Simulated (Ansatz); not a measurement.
**TiSi under changes of volume**

One of the cells (14.630 Å³/atom); the others are scaled copies at fixed shape and fractional positions:

```
CELL_PARAMETERS angstrom
1.81618 -2.11762 0.00000
1.81618 2.11762 0.00000
0.00000 0.00000 3.80393
ATOMIC_POSITIONS crystal
Ti 0.50000 0.50000 0.00000
Si 0.00000 0.00000 0.50000
```

The cell comes from a database or a generator and needn't be the stable form of this composition.

| Item | Value |
| --- | --- |
| Program | Ansatz 0.2.0 |
| Functional | PBE0 |
| Potentials or basis | Ansatz PAW |
| Cutoff | 420 eV (not typed: the program's choice for these potentials) |
| k mesh | 6 × 6 × 4 |
| Occupations | fermi-dirac, width 0.05 eV |
| Spin | no spin polarisation |

```csv
volume (Å³/atom),energy over the lowest point (meV/atom),pressure (GPa)
13.752,12.92,7.1
14.045,3.32,3.5
14.337,0.00,0.2
14.630,2.34,-2.7
14.922,?,?
15.215,21.80,-7.8
15.508,37.98,-9.9
```

Q: What does the run at 14.922 Å³/atom give?

A: Energy over the lowest point 9.77 meV/atom; pressure -5.4 GPa.

Worked out: A Birch-Murnaghan fit of order 3 (a polynomial in V^(-2/3)) to the other rows has its minimum at 14.36 Å³/atom with B0 = V·E''(V) = 151 GPa and B' = 4.1 at fixed shape and positions, which overstates the stiffness. It gives 9.76 meV/atom at 14.922 Å³/atom, against the run's 9.77, and -dE/dV = -5.4 GPa, against -5.4.

Energies are extrapolated to zero smearing.

Caveats: all runs use coarse meshes; the PAW data sets come from PBE, with cores solved anew for the run's functional, which leaves a small shift of forces and pressure; the thresholds are loose for stress.
